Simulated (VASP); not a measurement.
A run of VASP 6.6.1 is set up as follows.

Contents of POSCAR:

```
Bi
1.0
   -1.9814305318      1.9814305318      1.9814305318
    1.9814305318     -1.9814305318      1.9814305318
    1.9814305318      1.9814305318     -1.9814305318
Bi
1
Direct
    0.0000000000      0.0000000000      0.0000000000
```

The input INCAR.step1:

```
SYSTEM = Bi
  PREC = Accurate
  ENCUT = 520
  ISMEAR = 0
  SIGMA = 0.15
  LREAL = .FALSE.
  LASPH = .TRUE.
  NELM = 100
  NBANDS = 14
  GGA = PE
  ALGO = Normal
  EDIFF = 1E-4
  LWAVE = .TRUE.
  LCHARG = .FALSE.
```

INCAR.step2

```
SYSTEM = Bi
  PREC = Accurate
  ENCUT = 520
  EDIFF = 1E-6
  ISMEAR = 0
  SIGMA = 0.15
  LREAL = .FALSE.
  LASPH = .TRUE.
  NELM = 100
  ALGO = Normal
  ISIF = 2
  LWAVE = .FALSE.
  LCHARG = .TRUE.
  METAGGA = R2SCAN
  LMIXTAU = .TRUE.
  LELF = .TRUE.
  LVHAR = .TRUE.
  NBANDS = 14
  ISTART = 1
```

The input KPOINTS:

```
regular mesh
0
G
  18 18 18
  0 0 0
```

Potentials or basis: VASP PAW PBE potentials, release 64 (Bi_d).

The run is started by

```sh
$ cat potpaw_PBE.64/Bi_d/POTCAR > POTCAR
$ cp INCAR.step1 INCAR
$ mpirun -np 1 vasp_std > vasp.out
$ cp INCAR.step2 INCAR
$ mpirun -np 1 vasp_std > vasp.out
```

(1) What does it give for the pressure?

(2) Estimate the band gap on the k mesh.

Answers

(1) 0.0 GPa.

(2) none (metal or under the smearing width).

Caveat: the PAW data sets were made with another functional, which shifts forces and pressure a little; spin-orbit coupling is left out, which moves the levels of the heavy elements.
